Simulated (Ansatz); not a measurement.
# WC

The computed numbers are results of PBE with spin–orbit coupling (two-component spinors) in the plane-wave PAW code Ansatz at 420 eV, Γ-centred 14×14×12 mesh, 0.05 eV Gaussian smearing; PAW files: Ansatz's generated set soft_2.

```
CELL_PARAMETERS angstrom
2.92095 0.00000 0.00000
-1.46048 2.52962 0.00000
0.00000 0.00000 2.84662
ATOMIC_POSITIONS crystal
W 0.00000 0.00000 0.00000
C 0.66667 0.33333 0.50000
```

The chain of runs began from a measured cell (COD), expanded in volume.

Path: Γ–M–K–Γ–A–L–H–A | L–M | H–K, with Γ = (0.000, 0.000, 0.000), M = (0.500, 0.000, 0.000), K = (0.333, 0.333, 0.000), A = (0.000, 0.000, 0.500), L = (0.500, 0.000, 0.500), H = (0.333, 0.333, 0.500) in reciprocal vectors of the calculation's cell.

Task: Is it a metal or an insulator, and if it has a gap, where are the band edges on this path?

Result: A metal: bands cross the Fermi level.

Levels between -5 and 3 eV from the Fermi level at the path's named points:
```tsv
point	below E_F (eV)	above E_F (eV)
Γ	-4.24 -4.24 -3.45 -3.45 -3.14 -3.14	0.06 0.06
M	-3.58 -3.58 -3.50 -3.50 -0.48 -0.48	2.32 2.32
K	-4.83 -4.24 -3.46 -3.32	0.42 0.76 0.76 1.20 2.02 2.10 2.93
A	-2.09 -2.09 -1.95 -1.95 -0.82 -0.82 -0.25 -0.25	
L	-4.28 -4.28 -4.18 -4.18	0.23 0.23
H	-1.84 -1.60 -0.69 -0.49
```
